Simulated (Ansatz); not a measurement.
Crystal: Ti.

```
CELL_PARAMETERS angstrom
-1.52337 1.52337 1.52337
1.52337 -1.52337 1.52337
1.52337 1.52337 -1.52337
ATOMIC_POSITIONS crystal
Ti 0.00000 0.00000 0.00000
```

This isn't the form of Ti at room conditions, which is hcp.

The cell isn't the ideal one: volume scaled by 0.8.

- Program: Ansatz 0.2.0
- Task: relaxation of cell and atoms
- Functional: PBEsol0
- Potentials or basis: Ansatz PAW
- Cutoff: 420 eV (not typed: the program's choice for these potentials)
- k mesh: 6 × 6 × 6
- Occupations: methfessel-paxton, width 0.2 eV
- Spin: no spin polarisation

At the start: volume 14.14 Å³/atom.

Question: Where does the relaxation end?

Answer: It ends after 8 steps and the volume is 16.88 Å³/atom (+19.3 %); space group Im-3m (No. 229, to 0.05 Å).

Step by step:
| step | energy change (eV) | largest force (eV/Å) | volume (Å³) |
| --- | --- | --- | --- |
| 1 | 0.0000 | 0.0000 | 14.14 |
| 2 | -0.1680 | 0.0000 | 16.31 |
| 3 | -0.1910 | 0.0000 | 16.65 |
| 4 | -0.1920 | 0.0000 | 16.86 |
| 5 | -0.1920 | 0.0000 | 16.85 |
| 6 | -0.1935 | 0.0000 | 16.85 |
| 7 | -0.1935 | 0.0000 | 16.88 |
| 8 | -0.1935 | 0.0000 | 16.88 |

Final structure:
```cif
data_structure
_symmetry_space_group_name_H-M 'P 1'
_symmetry_Int_Tables_number 1
_cell_length_a 2.7987
_cell_length_b 2.7987
_cell_length_c 2.7987
_cell_angle_alpha 109.471
_cell_angle_beta 109.471
_cell_angle_gamma 109.471
_cell_volume 16.88
loop_
_atom_site_label
_atom_site_type_symbol
_atom_site_fract_x
_atom_site_fract_y
_atom_site_fract_z
_atom_site_occupancy
Ti1 Ti 0.00000 0.00000 0.00000 1
```

Caveat: the k mesh is coarse (spacing up to 0.49 Å⁻¹), so the values aren't converged, least of all with exact exchange; the volume moved by over 15 % at a fixed basis, so the end points are rough; the plane-wave basis is chosen anew once the cell has moved, so the energies of steps on either side of that aren't comparable; the PAW data sets come from PBE, with cores solved anew for the run's functional, which leaves a small shift of forces and pressure.
